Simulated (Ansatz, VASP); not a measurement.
**Two plane-wave programs on PtS2**

```
Pt S
1.0
     3.54320    0.00000    0.00000
    -1.77160    3.06850    0.00000
     0.00000    0.00000    5.03880
Pt S
1 2
Direct
  0.00000 0.00000 0.00000
  0.66667 0.33333 0.77300
  0.33333 0.66667 0.22700
```

Alike in both runs: task relaxation of cell and atoms; functional PBE; k mesh 9 × 9 × 5; occupations fermi-dirac, width 0.05 eV; no spin polarisation.

|  | VASP | Ansatz |
| --- | --- | --- |
| version | VASP 6.6.1 | Ansatz 0.2.0 |
| potentials or method | VASP PAW PBE potentials, release 64 (Pt, S_h) | Ansatz PAW |
| plane-wave cutoff (eV) | 980 | 420 |
| valence electrons in the cell | 22 | 30 |

Ansatz gave:

| Property | Result |
| --- | --- |
| gap on the k mesh at the Fermi level, each at its own relaxed structure (eV) | 1.57 |
| relaxed volume (Å³/atom) | 23.99 |
| relaxed cell length with the largest relative difference (Å) | 6.496 |
| energy change over the relaxation (meV/atom) | -67 |

Q: Which values does VASP return?

A: gap on the k mesh at the Fermi level, each at its own relaxed structure (eV): 1.54; relaxed volume (Å³/atom): 23.55; relaxed cell length with the largest relative difference (Å): 6.382; energy change over the relaxation (meV/atom): -65.

The two sets of potentials don't hold the same shells in valence.

Caveats: the volume moved by over 15 % at a fixed basis, so the end points are rough; spin-orbit coupling is left out, which moves the levels of the heavy elements; this functional lacks dispersion, which binds the layers, so the pressure and a relaxed spacing across them are unreliable, and here the layers came unbound; an odd mesh through Γ misses points on the zone boundary, where band edges often lie (VASP); the volume moved by +29 % from the deposited cell, more than functionals usually miss (VASP); odd divisions of the mesh miss points on the zone boundary, where band edges often lie, so the gap on the mesh can be too wide (Ansatz); the plane-wave basis is chosen anew once the cell has moved, so the energies of steps on either side of that aren't comparable (Ansatz). PBE usually gives volumes a little too large and moduli too small.
